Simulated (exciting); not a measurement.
# Pb (P6_3/mmc) in exciting: reference runs

Reference runs on Pb: the cell as given.

All numbers are computed with exciting (release sodium); they aren't measurements. Logs are shortened: lines on timing, memory, paths and dates and some standing lists are left out, and cuts for length are marked.

## (1) Starting point

It takes space group P6_3/mmc (No. 194, hexagonal). The conventional cell has a = 3.524 Å, b = 3.524 Å, c = 11.495 Å, α = 90.00°, β = 90.00°, γ = 120.00°. Around Pb (site symmetry -6m2) lie 12 Pb at 3.52 Å. Around Pb (site symmetry -3m) lie 12 Pb at 3.52 Å.

This isn't the form of Pb at room conditions, which is fcc.

## (2) Single point, PBEsol

Contents of input.xml:

```xml
<input>
  <title>Pb</title>
  <structure speciespath="./" tshift="false">
    <crystal scale="1">
      <basevect>6.660086771851 0.000000000000 0.000000000000</basevect>
      <basevect>-3.330043386020 5.767804335889 0.000000000000</basevect>
      <basevect>0.000000000000 0.000000000000 21.722858757247</basevect>
    </crystal>
    <species speciesfile="Pb.xml" rmt="2.3">
      <atom coord="0.666666666700 0.333333333300 0.750000000000"/>
      <atom coord="0.000000000000 0.000000000000 0.500000000000"/>
      <atom coord="0.333333333300 0.666666666700 0.250000000000"/>
      <atom coord="0.000000000000 0.000000000000 0.000000000000"/>
    </species>
  </structure>
  <groundstate do="fromscratch" ngridk="9 9 3" rgkmax="9" gmaxvr="14" lmaxapw="10" lmaxmat="10" lmaxvr="8" xctype="GGA_PBE_SOL" stype="Fermi Dirac" swidth="0.00183747" nempty="14" ValenceRelativity="iora*" epsengy="1e-05" epspot="1e-05" maxscl="60" tforce="true" outputlevel="normal"/>
</input>
```

Potentials or basis: all-electron LAPW+lo, shipped species files, valence relativity iora*.

Started as:

```
> OMP_NUM_THREADS=1 exciting_smp
```

INFO.OUT:

```text
================================================================================
EXCITING SODIUM started
[... 10 lines left out ...]

 Lattice vectors (cartesian) :
      6.6600867719      0.0000000000      0.0000000000
     -3.3300433860      5.7678043359      0.0000000000
      0.0000000000      0.0000000000     21.7228587572

 Reciprocal lattice vectors (cartesian) :
      0.9434089258      0.5446773973     -0.0000000000
      0.0000000000      1.0893547945      0.0000000000
      0.0000000000     -0.0000000000      0.2892430217

 Unit cell volume                           :     834.4635767830
 Brillouin zone volume                      :       0.2972570887

 Species :    1 (Pb)
     parameters loaded from                 :    Pb.xml
     name                                   :    lead
     nuclear charge                         :     -82.00000000
     electronic charge                      :      82.00000000
     atomic mass                            :  377702.49410000
     muffin-tin radius                      :       2.30000000
     # of radial points in muffin-tin       :     450

     atomic positions (lattice) :
       1 :   0.66666667  0.33333333  0.75000000
       2 :   0.00000000  0.00000000  0.50000000
       3 :   0.33333333  0.66666667  0.25000000
       4 :   0.00000000  0.00000000  0.00000000

 Total number of atoms per unit cell        :       4

 Spin treatment                             :    spin-unpolarised

 Number of Bravais lattice symmetries       :      24
 Number of crystal symmetries               :      24

 k-point grid                               :       9    9    3
 Total number of k-points                   :      24
 k-point set is reduced with crystal symmetries

 R^MT_min * |G+k|_max (rgkmax)              :       9.00000000
 Species with R^MT_min                      :       1 (Pb)
 Maximum |G+k| for APW functions            :       3.91304348
 Maximum |G| for potential and density      :      14.00000000

 G-vector grid sizes                        :      30    30   100
 Total number of G-vectors                  :   38731

 Maximum angular momentum used for
     APW functions                          :      10
     computing H and O matrix elements      :      10
     potential and density                  :       8
     inner part of muffin-tin               :       2

 Total nuclear charge                       :    -328.00000000
 Total electronic charge                    :     328.00000000
 Total core charge                          :     272.00000000
 Total valence charge                       :      56.00000000

 Number of empty states                     :      14
 Total number of valence states             :      43

 Maximum Hamiltonian size                   :     926
 Maximum number of plane-waves              :     870
 Total number of local-orbitals             :      56

 Exchange-correlation type                  :      22
[... 23 lines left out ...]
+ SCF iteration number :    1                                                  +
++++++++++++++++++++++++++++++++++++++++++++++++++++++++++++++++++++++++++++++++
 Total energy                               :    -83669.89533463
 _______________________________________________________________
 Fermi energy                               :         0.27504820
 Kinetic energy                             :     97460.40813372
 Coulomb energy                             :   -179591.86488504
 Exchange energy                            :     -1515.81334810
 Correlation energy                         :       -22.62523521

 DOS at Fermi energy (states/Ha/cell)       :        28.25199155

 Electron charges :
     core                                   :       272.00000000
     core leakage                           :         0.05032669
     valence                                :        56.00000000
     interstitial                           :        11.88337298
     charge in muffin-tin spheres :
                  atom     1    Pb          :        79.02487661
                  atom     2    Pb          :        79.03343690
                  atom     3    Pb          :        79.02487661
                  atom     4    Pb          :        79.03343690
     total charge in muffin-tins            :       316.11662702
     total charge                           :       328.00000000

++++++++++++++++++++++++++++++++++++++++++++++++++++++++++++++++++++++++++++++++
+ SCF iteration number :    2                                                  +
++++++++++++++++++++++++++++++++++++++++++++++++++++++++++++++++++++++++++++++++
 Total energy                               :    -83680.92220208
 _______________________________________________________________
 Fermi energy                               :         0.27009011
 Kinetic energy                             :     97452.70574882
 Coulomb energy                             :   -179595.04472310
 Exchange energy                            :     -1515.95621561
 Correlation energy                         :       -22.62701219

 DOS at Fermi energy (states/Ha/cell)       :        28.37090976

 Electron charges :
     core                                   :       272.00000000
     core leakage                           :         0.04984128
     valence                                :        56.00000000
     interstitial                           :        11.82758083
     charge in muffin-tin spheres :
                  atom     1    Pb          :        79.04285153
                  atom     2    Pb          :        79.04335806
                  atom     3    Pb          :        79.04285153
                  atom     4    Pb          :        79.04335806
     total charge in muffin-tins            :       316.17241917
     total charge                           :       328.00000000
[... 316 lines left out ...]
++++++++++++++++++++++++++++++++++++++++++++++++++++++++++++++++++++++++++++++++
+ SCF iteration number :   13                                                  +
++++++++++++++++++++++++++++++++++++++++++++++++++++++++++++++++++++++++++++++++
 Total energy                               :    -83692.23018233
 _______________________________________________________________
 Fermi energy                               :         0.25571667
 Kinetic energy                             :     97442.35491634
 Coulomb energy                             :   -179595.90684641
 Exchange energy                            :     -1516.04983063
 Correlation energy                         :       -22.62842162

 DOS at Fermi energy (states/Ha/cell)       :        28.59352859

 Electron charges :
     core                                   :       272.00000000
     core leakage                           :         0.04929527
     valence                                :        56.00000000
     interstitial                           :        11.75769553
     charge in muffin-tin spheres :
                  atom     1    Pb          :        79.06051813
                  atom     2    Pb          :        79.06063410
                  atom     3    Pb          :        79.06051813
                  atom     4    Pb          :        79.06063410
     total charge in muffin-tins            :       316.24230447
     total charge                           :       328.00000000

 RMS change in effective potential (target) :  0.572636E-08  ( 0.100000E-04)
 Absolute change in total energy   (target) :  0.569056E-05  ( 0.100000E-04)
 Charge distance                   (target) :  0.876608E-09  ( 0.100000E-04)
 Abs. change in max-nonIBS-force   (target) :   0.00000      ( 0.500000E-04)

++++++++++++++++++++++++++++++++++++++++++++++++++++++++++++++++++++++++++++++++
| Convergency criteria checked for the last 2 iterations                       +
| Convergence targets achieved. Performing final SCF iteration                 +
++++++++++++++++++++++++++++++++++++++++++++++++++++++++++++++++++++++++++++++++
 Total energy                               :    -83692.23017861
 _______________________________________________________________
 Fermi energy                               :         0.25571667
 Kinetic energy                             :     97442.35491810
 Coulomb energy                             :   -179595.90684455
 Exchange energy                            :     -1516.04983056
 Correlation energy                         :       -22.62842162

 DOS at Fermi energy (states/Ha/cell)       :        28.59352950

 Electron charges :
     core                                   :       272.00000000
     core leakage                           :         0.04929527
     valence                                :        56.00000000
     interstitial                           :        11.75769553
     charge in muffin-tin spheres :
                  atom     1    Pb          :        79.06051814
                  atom     2    Pb          :        79.06063410
                  atom     3    Pb          :        79.06051814
                  atom     4    Pb          :        79.06063410
     total charge in muffin-tins            :       316.24230447
     total charge                           :       328.00000000

++++++++++++++++++++++++++++++++++++++++++++++++++++++++++++++++++++++++++++++++
+ Self-consistent loop stopped                                                 +
++++++++++++++++++++++++++++++++++++++++++++++++++++++++++++++++++++++++++++++++
 STATE.OUT is written

--------------------------------------------------------------------------------
- Writing atomic positions and forces                                          -
--------------------------------------------------------------------------------

 Atomic positions (lattice) :
 atom     1  Pb  :     0.66666667    0.33333333    0.75000000
 atom     2  Pb  :     0.00000000    0.00000000    0.50000000
 atom     3  Pb  :     0.33333333    0.66666667    0.25000000
 atom     4  Pb  :     0.00000000    0.00000000    0.00000000

 Total atomic forces including IBS (cartesian) :
 atom     1  Pb  :     0.00000000   -0.00000000    0.00000000
 atom     2  Pb  :     0.00000000   -0.00000000   -0.00000000
 atom     3  Pb  :    -0.00000000    0.00000000    0.00000000
 atom     4  Pb  :     0.00000000   -0.00000000   -0.00000000

 Atomic force components including IBS (cartesian) :
 atom     1  Pb  :    -0.00000000   -0.00000000    0.00000000   HF force
                 :     0.00000000    0.00000000    0.00000000   core correction
                 :     0.00000000   -0.00000000    0.00000000   IBS correction
 atom     2  Pb  :    -0.00000000    0.00000000    0.00000000   HF force
                 :    -0.00000000    0.00000000   -0.00000000   core correction
                 :    -0.00000000    0.00000000   -0.00000000   IBS correction
 atom     3  Pb  :     0.00000000    0.00000000   -0.00000000   HF force
                 :    -0.00000000   -0.00000000    0.00000000   core correction
                 :    -0.00000000   -0.00000000   -0.00000000   IBS correction
 atom     4  Pb  :    -0.00000000    0.00000000    0.00000000   HF force
                 :    -0.00000000    0.00000000   -0.00000000   core correction
                 :    -0.00000000    0.00000000   -0.00000000   IBS correction

********************************************************************************
[... 7 lines left out ...]
| EXCITING SODIUM stopped                                                      =
================================================================================
```

It took 12 min on 1 thread of Arm Neoverse V1, shared host; peak memory 0.24 GiB.

What came out:

| Quantity | Value |
| --- | --- |
| Free energy | -2277381.6105 eV |
| Band gap on the k mesh | none (metal or under the smearing width) |
| All electrons inside the program's atomic spheres | Pb 79.06 (radii Pb 2.3 bohr) |

Caveat: the log's total energy holds no entropy term; the free energy is that total less TS from the occupations.
